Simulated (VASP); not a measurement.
Wanted: the native input for a VASP 6.6.1 run.

```yaml
Task: relaxation of shape and atoms at fixed volume
Functional: LDA
Potentials_or_basis: VASP PAW LDA potentials, release 64 (Ti_sv)
Cutoff: 600 eV
k_mesh: 15 × 15 × 8
Occupations: methfessel-paxton, width 0.1 eV
Spin: no spin polarisation
Further_INCAR_settings: ALGO = Normal; EDIFF = 1e-07; IBRION = 2; EDIFFG = -0.01; NSW = 40; ISIF = 4
```

The structure of Ti lies in POSCAR:

```
Ti                                      
1.0
    2.8647018806      0.0000000000      0.0000000000
   -1.4323509403      2.4809046029      0.0000000000
    0.0000000000      0.0000000000      4.5225392757
  Ti            
     2
Direct
     0.3333333332999970    0.6666666667000030    0.2500000000000000
     0.6666666667000030    0.3333333332999970    0.7500000000000000
```

The input as run:

INCAR

```
SYSTEM = Ti
PREC = Accurate
ENCUT = 600
EDIFF = 1E-7
ISMEAR = 1
SIGMA = 0.1
LREAL = .FALSE.
LASPH = .TRUE.
NELM = 80
ALGO = Normal
ISIF = 4
LWAVE = .FALSE.
LCHARG = .FALSE.
GGA = CA
IBRION = 2
NSW = 40
EDIFFG = -0.01
```

KPOINTS

```
Automatic mesh
0
G
  15 15 8
  0 0 0
```

Potentials or basis: VASP PAW LDA potentials, release 64 (Ti_sv).

The run is started by

```sh
$ cat potpaw_LDA.64/Ti_sv/POTCAR > POTCAR
$ mpirun -np 1 vasp_std > vasp.out
```

It gave:

| Property | Result |
| --- | --- |
| Pressure after relaxing | 0.0 GPa |
| Band gap on the k mesh | none (metal or under the smearing width) |

Caveat: the relaxation stopped at its first step, so nothing moved.

It took 26 s on 1 thread of Intel(R) Xeon(R) 6975P-C (Granite Rapids) (shared host), peak memory 0.19 GiB.
